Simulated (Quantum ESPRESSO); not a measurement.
Runs of Quantum ESPRESSO 7.5 on GaN. The structure is hexagonal, space group P6_3mc (No. 186). Conventional cell: a = 3.180 Å, b = 3.180 Å, c = 5.166 Å, α = 90.00°, β = 90.00°, γ = 120.00°. Ga (site symmetry 3m) is surrounded by 4 N at 1.94 to 1.95 Å. N (site symmetry 3m) is surrounded by 4 Ga at 1.94 to 1.95 Å. 

```csv
task,level,potentials or basis,cell,k mesh,cutoff (eV),smearing,SCF threshold,most ionic steps,forc conv thr,etot conv thr,ion dynamics,mesh quality,gap on the mesh (eV),pressure (GPa),V0 of scaled cells (Å³/atom),B0 (GPa),largest force (eV/Å)
equation of state,PBEsol,PseudoDojo 0.4 SR PBEsol stringent,as given,10 × 10 × 5,1551,fermi-dirac 0.05 eV,8e-10 Ry,-,-,-,-,not flagged,-,-,(b),189,-
single point,PBE,SG15 PBE 1.2,as given,6 × 6 × 4,952,fermi-dirac 0.05 eV,8e-10 Ry,-,-,-,-,not flagged,2.02,-,-,-,0.15
band structure,PBE,Ansatz NC SR PBE,as given,10 × 10 × 5,1238,fermi-dirac 0.05 eV,8e-10 Ry,-,-,-,-,not flagged,1.99,(c),-,-,0.14
band structure,PBE,SG15 PBE 1.2,as given,10 × 10 × 5,952,fermi-dirac 0.05 eV,8e-10 Ry,-,-,-,-,not flagged,2.03,-,-,-,0.15
relaxation of cell and atoms,optB88-vdW,PseudoDojo 0.4.1 SR PBE standard,relaxed to 0.3 kbar,10 × 10 × 5,1143,fermi-dirac 0.05 eV,8e-10 Ry,40,0.0004 Ry/bohr,1e-05 Ry,bfgs,not flagged,(a),0.0,-,-,-
equation of state,PBEsol+D4,PseudoDojo 0.4.1 SR PBEsol standard,as given,10 × 10 × 5,1143,fermi-dirac 0.05 eV,8e-10 Ry,-,-,-,-,not flagged,-,-,11.19,196,-
```

Alike in all rows: no spin polarisation.

Fill in the values left out.

(a) 1.75; (b) 11.37; (c) 7.6.

Caveats: the cell was scaled at fixed shape and fractional positions, which overstates the stiffness of a crystal with free parameters, most of all of layers and chains (some runs); the potentials were made for another functional, which shifts forces and pressure (some runs).

A k mesh can miss the band edges, and the runs leave out spin-orbit coupling on Ga.
